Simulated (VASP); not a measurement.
# Ag (Fm-3m) in VASP: a series of runs, part 3 of 4

VASP 6.6.1. The steps go on from the part before.

### 5 Band structure, PBE+D3(BJ)

This run uses another cell than the first one, of 16.87 Å³/atom, 0.982 times its volume.

INCAR

```
SYSTEM = Ag
ALGO     = Fast           ! electronic algorithm
EDIFF    = 1E-6           ! SCF threshold, eV
ENCUT    = 520            ! plane-wave cutoff, eV
GGA      = PE             ! functional
ICORELEVEL= 1            
ISIF     = 2              ! what is computed and relaxed
ISMEAR   = 1              ! smearing method
IVDW     = 12             ! dispersion correction
LASPH    = .TRUE.         ! aspherical terms in the spheres
LCHARG   = .FALSE.        ! write CHGCAR
LMAXMIX  = 4              ! l up to which the mixer works
LREAL    = .FALSE.        ! projectors in reciprocal space
LWAVE    = .FALSE.        ! write WAVECAR
NBANDS   = 12             ! bands
NELM     = 80             ! most SCF steps
PREC     = Accurate       ! precision mode
SIGMA    = 0.1            ! smearing width, eV
```

KPOINTS

```
k-points
0
G
  16 16 16
  0 0 0
```

POSCAR

```
Ag                                      
1.0
    0.0000000000      2.0354251235      2.0354251235
    2.0354251235      0.0000000000      2.0354251235
    2.0354251235      2.0354251235      0.0000000000
  Ag            
     1
Direct
     0.0000000000000000    0.0000000000000000    0.0000000000000000
```

KPOINTS_OPT is that of step 4.

Potentials or basis: VASP PAW PBE potentials, release 64 (Ag).

On the command line:

```sh
> cat potpaw_PBE.64/Ag/POTCAR > POTCAR
> mpirun -np 1 vasp_std > vasp.out
```

OUTCAR:

```text
SYSTEM = Ag
   EDIFF = 1E-6
   ENCUT = 520
   GGA = PE
   ISIF = 2
   ISMEAR = 1
   IVDW = 12
   LASPH = .TRUE.
   LREAL = .FALSE.
   NELM = 80
   PREC = Accurate
 IVDW          = 12

 ion  position               nearest neighbor table
   1  0.000  0.000  0.000-

  LATTYP: Found a face centered cubic cell.
 ALAT       =     4.0708502470

  Lattice vectors:

 A1 = (   0.0000000000,   2.0354251235,   2.0354251235)
 A2 = (   2.0354251235,   0.0000000000,   2.0354251235)
 A3 = (   2.0354251235,   2.0354251235,   0.0000000000)

Analysis of symmetry for initial positions (statically):
=====================================================================
 Subroutine PRICEL returns:
 Original cell was already a primitive cell.

 Routine SETGRP: Setting up the symmetry group for a
 face centered cubic supercell.

 Subroutine GETGRP returns: Found 48 space group operations
 (whereof 48 operations were pure point group operations)
 out of a pool of 48 trial point group operations.

The static configuration has the point symmetry O_h .

Analysis of symmetry for dynamics (positions and initial velocities):
=====================================================================
 Subroutine PRICEL returns:
[... 166 lines left out ...]
 fundamental gap:      0.0251054436
 Fermi energy:         8.5385535905

 k-point     1 :       0.0000    0.0000    0.0000
  band No.  band energies     occupation
      1       0.7342      2.00000
      2       3.7363      2.00000
      3       3.7363      2.00000
      4       3.7363      2.00000
      5       4.7907      2.00000
      6       4.7907      2.00000
      7      24.6307      0.00000
      8      28.2740      0.00000
      9      28.2740      0.00000
     10      28.2740      0.00000
     11      33.1063      0.00000
     12      34.3214      0.00000
[... 271 lines left out ...]
 k-point    20 :      -0.3125    0.0625    0.0000
  band No.  band energies     occupation
      1       2.3197      2.00000
      2       3.8232      2.00000

------------------------ aborting loop because EDIFF is reached ----------------------------------------

 Edisp (eV)   -0.59559

 E8    (eV) :    -0.2603

  FORCE on cell =-STRESS in cart. coord.  units (eV):
  Direction    XX          YY          ZZ          XY          YZ          ZX
  --------------------------------------------------------------------------------------
  -------------------------------------------------------------------------------------
  Total       0.00739     0.00739     0.00739    -0.00000    -0.00000     0.00000
  in kB       0.70198     0.70198     0.70198    -0.00000    -0.00000     0.00000
  external pressure =        0.70 kB  Pullay stress =        0.00 kB

 VOLUME and BASIS-vectors are now :
 -----------------------------------------------------------------------------
  energy-cutoff  :      520.00
  volume of cell :       16.87
      direct lattice vectors                 reciprocal lattice vectors
     0.000000000  2.035425124  2.035425124    -0.245648928  0.245648928  0.245648928
     2.035425124  0.000000000  2.035425124     0.245648928 -0.245648928  0.245648928
     2.035425124  2.035425124  0.000000000     0.245648928  0.245648928 -0.245648928

 POSITION                                       TOTAL-FORCE (eV/Angst)
 -----------------------------------------------------------------------------------
      0.00000      0.00000      0.00000        -0.000000     -0.000000     -0.000000
 -----------------------------------------------------------------------------------
    total drift:                               -0.000000      0.000000     -0.000000

  FREE ENERGIE OF THE ION-ELECTRON SYSTEM (eV)
  ---------------------------------------------------
  free  energy   TOTEN  =        -3.2976706759 eV

  energy  without entropy=       -3.2970850415  energy(sigma->0) =       -3.29747546
```

OSZICAR:

```text
N       E                     dE             d eps       ncg     rms          rms(c)
DAV:   1     0.522242097572E+02    0.52224E+02   -0.55038E+03  3496   0.828E+02
DAV:   2    -0.214793510246E+01   -0.54372E+02   -0.51466E+02  4036   0.195E+02
DAV:   3    -0.295846223276E+01   -0.81053E+00   -0.81018E+00  4104   0.251E+01
[... 16 lines left out ...]
DAV:   6     0.653756948784E+04   -0.37040E-04     4032
DAV:   7     0.653756948744E+04   -0.40463E-06     3108
       N       E                     dE             ncg
DAV:   1     0.634273157949E+05   -0.41264E+04      272
DAV:   2     0.628602662494E+05   -0.56705E+03      308
DAV:   3     0.628511435384E+05   -0.91227E+01      320
DAV:   4     0.628511100923E+05   -0.33446E-01      308
DAV:   5     0.628511098014E+05   -0.29084E-03      316
DAV:   6     0.628511097985E+05   -0.29456E-05      296
DAV:   7     0.628511097985E+05   -0.41982E-07      240
```

stdout:

```text
POSCAR found type information on POSCAR Ag
 POSCAR found :  1 types and       1 ions
 scaLAPACK will be used
 LDA part: xc-table for (Slater+PW92), standard interpolation
 POSCAR, INCAR and KPOINTS ok, starting setup
 FFT: planning ... GRIDC
 FFT: planning ... GRID_SOFT
 FFT: planning ... GRID
 WAVECAR not read
 entering main loop
 Start KPOINTS_OPT (optional k-point list driver)
k-point batch [1-145\156]
k-point batch [146-156\156]
```

Wall time 22 s (1 thread of Intel Xeon Platinum 8375C at 2.90GHz (Ice Lake), shared host); peak memory 0.18 GiB.

What came out:

```
Free energy                : -3.2977 eV
Pressure                   : 0.1 GPa
Band gap along the path    : none (metal or under the smearing width)
Dispersion energy per atom : -0.596 eV
```

Levels at the corners of the path, in eV from the Fermi level:
| point | band 3 | band 4 | band 5 | band 6 | band 7 | band 8 |
| --- | --- | --- | --- | --- | --- | --- |
| Γ | -4.80 | -4.80 | -3.75 | -3.75 | 16.09 | 19.74 |
| X | -2.97 | -2.73 | -2.73 | 1.64 | 6.87 | 10.77 |
| X | -2.97 | -2.73 | -2.73 | 1.64 | 6.87 | 10.77 |
| W | -5.08 | -3.74 | -2.72 | 6.05 | 6.05 | 7.12 |
| W | -5.08 | -3.74 | -2.72 | 6.05 | 6.05 | 7.12 |
| K | -4.07 | -3.52 | -3.01 | 4.37 | 5.34 | 7.26 |
| K | -4.07 | -3.52 | -3.01 | 4.37 | 5.34 | 7.26 |
| Γ | -4.80 | -4.80 | -3.75 | -3.75 | 16.09 | 19.74 |
| Γ | -4.80 | -4.80 | -3.75 | -3.75 | 16.09 | 19.74 |
| L | -4.83 | -2.94 | -2.94 | -0.38 | 3.71 | 15.33 |
| L | -4.83 | -2.94 | -2.94 | -0.38 | 3.71 | 15.33 |
| U | -4.07 | -3.52 | -3.01 | 4.37 | 5.34 | 7.26 |
| U | -4.07 | -3.52 | -3.01 | 4.37 | 5.34 | 7.26 |
| W | -5.08 | -3.74 | -2.72 | 6.05 | 6.05 | 7.12 |
| W | -5.08 | -3.74 | -2.72 | 6.05 | 6.05 | 7.12 |
| L | -4.83 | -2.94 | -2.94 | -0.38 | 3.71 | 15.33 |
| L | -4.83 | -2.94 | -2.94 | -0.38 | 3.71 | 15.33 |
| K | -4.07 | -3.52 | -3.01 | 4.37 | 5.34 | 7.26 |
| U | -4.07 | -3.52 | -3.01 | 4.37 | 5.34 | 7.26 |
| X | -2.97 | -2.73 | -2.73 | 1.64 | 6.87 | 10.77 |

Core levels (eV, on the scale of the bands):
```tsv
atom	levels
1 Ag	1s -25313.7, 2s -3717.4, 2p -3332.9, 3s -672.3, 3p -546.1, 3d -347.1, 4s -83.5, 4p -47.0
```

Caveat: pairwise dispersion overbinds metals, which lowers pressure and volume.

### 6 Band structure, LDA

This run uses another cell than the first one, of 16.03 Å³/atom, 0.933 times its volume.

INCAR

```
SYSTEM = Ag
  ALGO = Normal
  EDIFF = 1E-6
  ENCUT = 520
  GGA = CA
  ICORELEVEL = 1
  ISIF = 2
  ISMEAR = 1
  LASPH = .TRUE.
  LCHARG = .FALSE.
  LMAXMIX = 4
  LREAL = .FALSE.
  LWAVE = .FALSE.
  NBANDS = 12
  NELM = 80
  PREC = Accurate
  SIGMA = 0.1
```

KPOINTS is that of step 5.

POSCAR

```
Ag                                      
1.0
    0.0000000000      2.0011796853      2.0011796853
    2.0011796853      0.0000000000      2.0011796853
    2.0011796853      2.0011796853      0.0000000000
  Ag            
     1
Direct
     0.0000000000000000    0.0000000000000000    0.0000000000000000
```

KPOINTS_OPT

```
explicit points
206
Reciprocal
 0.0000000000  0.0000000000  0.0000000000 1
 0.0263157895  0.0000000000  0.0263157895 1
 0.0526315789  0.0000000000  0.0526315789 1
 0.0789473684  0.0000000000  0.0789473684 1
 0.1052631579  0.0000000000  0.1052631579 1
 0.1315789474  0.0000000000  0.1315789474 1
[... 198 lines left out ...]
 0.5000000000  0.2500000000  0.7500000000 1
 0.5000000000  0.0000000000  0.5000000000 1
```

Potentials or basis: VASP PAW LDA potentials, release 64 (Ag).

On the command line:

```sh
> cat potpaw_LDA.64/Ag/POTCAR > POTCAR
> mpirun -np 1 vasp_std > vasp.out
```

OUTCAR:

```text
SYSTEM = Ag
   EDIFF = 1E-6
   ENCUT = 520
   GGA = CA
   ISIF = 2
   ISMEAR = 1
   LASPH = .TRUE.
   LREAL = .FALSE.
   NELM = 80
   PREC = Accurate

 ion  position               nearest neighbor table
   1  0.000  0.000  0.000-

  LATTYP: Found a face centered cubic cell.
 ALAT       =     4.0023593706

  Lattice vectors:

 A1 = (   0.0000000000,   2.0011796853,   2.0011796853)
 A2 = (   2.0011796853,   0.0000000000,   2.0011796853)
 A3 = (   2.0011796853,   2.0011796853,   0.0000000000)

Analysis of symmetry for initial positions (statically):
=====================================================================
 Subroutine PRICEL returns:
 Original cell was already a primitive cell.

 Routine SETGRP: Setting up the symmetry group for a
 face centered cubic supercell.

 Subroutine GETGRP returns: Found 48 space group operations
 (whereof 48 operations were pure point group operations)
 out of a pool of 48 trial point group operations.

The static configuration has the point symmetry O_h .

Analysis of symmetry for dynamics (positions and initial velocities):
[... 163 lines left out ...]
 E-fermi :   9.0035     XC(G=0): -12.9507

 val. band max:        8.9734117388   @ k =   0.4375   0.3750   0.0000
 cond. band min:       9.0173604156   @ k =   0.5000   0.1875   0.0625
 fundamental gap:      0.0439486768
 Fermi energy:         9.0035378197

 k-point     1 :       0.0000    0.0000    0.0000
  band No.  band energies     occupation
      1       0.7527      2.00000
      2       4.0385      2.00000
      3       4.0385      2.00000
      4       4.0385      2.00000
      5       5.2142      2.00000
      6       5.2142      2.00000
      7      25.1828      0.00000
      8      29.0579      0.00000
      9      29.0579      0.00000
     10      29.0579      0.00000
     11      34.2353      0.00000
     12      35.6538      0.00000
[... 271 lines left out ...]
 k-point    20 :      -0.3125    0.0625    0.0000
  band No.  band energies     occupation
      1       2.4533      2.00000
      2       4.1344      2.00000

------------------------ aborting loop because EDIFF is reached ----------------------------------------

  FORCE on cell =-STRESS in cart. coord.  units (eV):
  Direction    XX          YY          ZZ          XY          YZ          ZX
  --------------------------------------------------------------------------------------
  -------------------------------------------------------------------------------------
  Total        0.0009573      0.0009573      0.0009573      0.0000000      0.0000000      0.0000000
  in kB        0.0956889      0.0956889      0.0956889      0.0000000      0.0000000      0.0000000
  external PRESSURE =       0.0956889 kB  Pullay stress =       0.0000000 kB

 VOLUME and BASIS-vectors are now :
 -----------------------------------------------------------------------------
  energy-cutoff  :      520.00
  volume of cell :       16.03
      direct lattice vectors                 reciprocal lattice vectors
     0.000000000  2.001179685  2.001179685    -0.249852626  0.249852626  0.249852626
     2.001179685  0.000000000  2.001179685     0.249852626 -0.249852626  0.249852626
     2.001179685  2.001179685  0.000000000     0.249852626  0.249852626 -0.249852626

 POSITION                                       TOTAL-FORCE (eV/Angst)
 -----------------------------------------------------------------------------------
      0.00000      0.00000      0.00000         0.000000      0.000000      0.000000
 -----------------------------------------------------------------------------------
    total drift:                               -0.000000      0.000000     -0.000000

  FREE ENERGIE OF THE ION-ELECTRON SYSTEM (eV)
  ---------------------------------------------------
  free  energy   TOTEN  =        -3.7829692419 eV

  energy  without entropy=       -3.7822936037  energy(sigma->0) =       -3.78274403
```

OSZICAR:

```text
N       E                     dE             d eps       ncg     rms          rms(c)
DAV:   1     0.513799793043E+02    0.51380E+02   -0.54900E+03  3512   0.831E+02
DAV:   2    -0.328734097150E+01   -0.54667E+02   -0.51640E+02  4056   0.196E+02
DAV:   3    -0.411127835894E+01   -0.82394E+00   -0.82266E+00  4100   0.252E+01
[... 15 lines left out ...]
DAV:   6     0.698025407545E+04   -0.39647E-04     4068
DAV:   7     0.698025407504E+04   -0.40462E-06     3148
       N       E                     dE             ncg
DAV:   1     0.395208992160E+05   -0.25029E+05     1472
DAV:   2     0.363073957445E+05   -0.32135E+04     1712
DAV:   3     0.362574259974E+05   -0.49970E+02     1736
DAV:   4     0.362572510270E+05   -0.17497E+00     1716
DAV:   5     0.362572494723E+05   -0.15546E-02     1732
DAV:   6     0.362572494568E+05   -0.15573E-04     1732
DAV:   7     0.362572494566E+05   -0.16449E-06     1288
```

Run time: 14 s. Hardware: 1 thread of Intel Xeon 6975P-C (Granite Rapids), shared host; peak memory 0.16 GiB.

Results:

| Property | Result |
| --- | --- |
| Free energy | -3.7830 eV |
| Pressure | 0.0 GPa |
| Band gap along the path | none (metal or under the smearing width) |

Levels at the corners of the path, in eV from the Fermi level:
```
point  band 1  band 2  band 3  band 4  band 5  band 6  band 7  band 8  band 9  band 10
    Γ   -8.25   -4.97   -4.97   -4.97   -3.79   -3.79   16.18   20.05   20.05    20.05
    X   -6.80   -6.64   -2.93   -2.66   -2.66    1.53    7.26   10.91   10.91    18.05
    X   -6.80   -6.64   -2.93   -2.66   -2.66    1.53    7.26   10.91   10.91    18.05
    W   -5.97   -5.29   -5.29   -3.80   -2.66    6.21    6.21    7.37    8.63    23.40
    W   -5.97   -5.29   -5.29   -3.80   -2.66    6.21    6.21    7.37    8.63    23.40
    K   -6.32   -5.85   -4.19   -3.55   -2.98    4.48    5.49    7.60   13.18    17.53
    K   -6.32   -5.85   -4.19   -3.55   -2.98    4.48    5.49    7.60   13.18    17.53
    Γ   -8.25   -4.97   -4.97   -4.97   -3.79   -3.79   16.18   20.05   20.05    20.05
    Γ   -8.25   -4.97   -4.97   -4.97   -3.79   -3.79   16.18   20.05   20.05    20.05
    L   -6.76   -4.99   -4.99   -2.89   -2.89   -0.56    3.97   15.44   18.40    18.40
    L   -6.76   -4.99   -4.99   -2.89   -2.89   -0.56    3.97   15.44   18.40    18.40
    U   -6.32   -5.85   -4.19   -3.55   -2.98    4.48    5.49    7.60   13.18    17.53
    U   -6.32   -5.85   -4.19   -3.55   -2.98    4.48    5.49    7.60   13.18    17.53
    W   -5.97   -5.29   -5.29   -3.80   -2.66    6.21    6.21    7.37    8.63    23.40
    W   -5.97   -5.29   -5.29   -3.80   -2.66    6.21    6.21    7.37    8.63    23.40
    L   -6.76   -4.99   -4.99   -2.89   -2.89   -0.56    3.97   15.44   18.40    18.40
    L   -6.76   -4.99   -4.99   -2.89   -2.89   -0.56    3.97   15.44   18.40    18.40
    K   -6.32   -5.85   -4.19   -3.55   -2.98    4.48    5.49    7.60   13.18    17.53
    U   -6.32   -5.85   -4.19   -3.55   -2.98    4.48    5.49    7.60   13.18    17.53
    X   -6.80   -6.64   -2.93   -2.66   -2.66    1.53    7.26   10.91   10.91    18.05
```

Core levels (eV, on the scale of the bands):
```tsv
atom	levels
1 Ag	1s -25171.2, 2s -3701.0, 2p -3324.0, 3s -668.6, 3p -544.2, 3d -346.9, 4s -82.6, 4p -46.3
```

[end of part 3 of 4]
